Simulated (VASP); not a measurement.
# BeTe in VASP 6.6.1, single-point calculation

INCAR

```
LASPH = .TRUE.
ENCUT = 600
LWAVE = .FALSE.
LREAL = .FALSE.
METAGGA = R2SCAN
SIGMA = 0.01
ISIF = 2
PREC = Accurate
LCHARG = .FALSE.
IBRION = -1
EDIFF = 1E-7
NBANDS = 11
ISMEAR = 0
NSW = 0
ALGO = Normal
NELM = 53
```

KPOINTS

```
KPOINTS created by Atomic Simulation Environment
0
Gamma
12 12 12
0 0 0
```

POSCAR

```
Be Te
 1.0000000000000000
     0.0000000000000000    2.7720511529000000    2.7720511529000000
     2.7720511529000000    0.0000000000000000    2.7720511529000000
     2.7720511529000000    2.7720511529000000    0.0000000000000000
 Be  Te
   1   1
Cartesian
  0.0000000000000000  0.0000000000000000  0.0000000000000000
  1.3860255764500002  1.3860255764500002  1.3860255764500002
```

The recommended PBE PAW datasets give the neutral cell 8 valence electrons.

Command

```
mpirun -np 1 vasp_std
```

**Question.** How does this run end, and what does it give?

**Answer.** It converged. Results: gap between bands v and c on the k mesh 2.21 eV; least direct gap on the k mesh 3.96 eV; pressure 4.3 GPa. Band v is the last that the valence electrons fill when counted band by band, and c is the next.

OSZICAR

```
N       E                     dE             d eps       ncg     rms          rms(c)
DAV:   1    -0.112395321514E+01   -0.11240E+01   -0.38062E+03  1584   0.688E+02
DAV:   2    -0.305046134514E+02   -0.29381E+02   -0.28231E+02  2003   0.103E+02
DAV:   3    -0.317563524407E+02   -0.12517E+01   -0.12493E+01  2095   0.227E+01
DAV:   4    -0.317680651279E+02   -0.11713E-01   -0.11712E-01  1950   0.246E+00
DAV:   5    -0.317682549517E+02   -0.18982E-03   -0.18982E-03  2020   0.309E-01    0.502E+00
DAV:   6    -0.306576910006E+02    0.11106E+01   -0.19848E-01  1710   0.281E+00    0.355E+00
DAV:   7    -0.306506931561E+02    0.69978E-02   -0.15141E-01  1869   0.208E+00    0.477E-01
DAV:   8    -0.306499373904E+02    0.75577E-03   -0.68534E-03  1899   0.534E-01    0.373E-01
DAV:   9    -0.306503888023E+02   -0.45141E-03   -0.72377E-04  1880   0.191E-01    0.200E-01
DAV:  10    -0.306504627419E+02   -0.73940E-04   -0.63795E-05  2025   0.528E-02    0.908E-02
DAV:  11    -0.306504844370E+02   -0.21695E-04   -0.51839E-05  1802   0.571E-02    0.349E-02
DAV:  12    -0.306504858779E+02   -0.14409E-05   -0.11555E-06  1827   0.741E-03    0.183E-02
DAV:  13    -0.306504868065E+02   -0.92861E-06   -0.71054E-07  1861   0.361E-03    0.195E-03
DAV:  14    -0.306504867378E+02    0.68734E-07   -0.28002E-08   957   0.117E-03
   1 F= -.30650487E+02 E0= -.30650487E+02  d E =-.151635E-63
```

For comparison, a separate r²SCAN run of the intended cell, on usual settings and not on those above, gives a gap of 2.21 eV on its mesh and a pressure of 4.3 GPa.
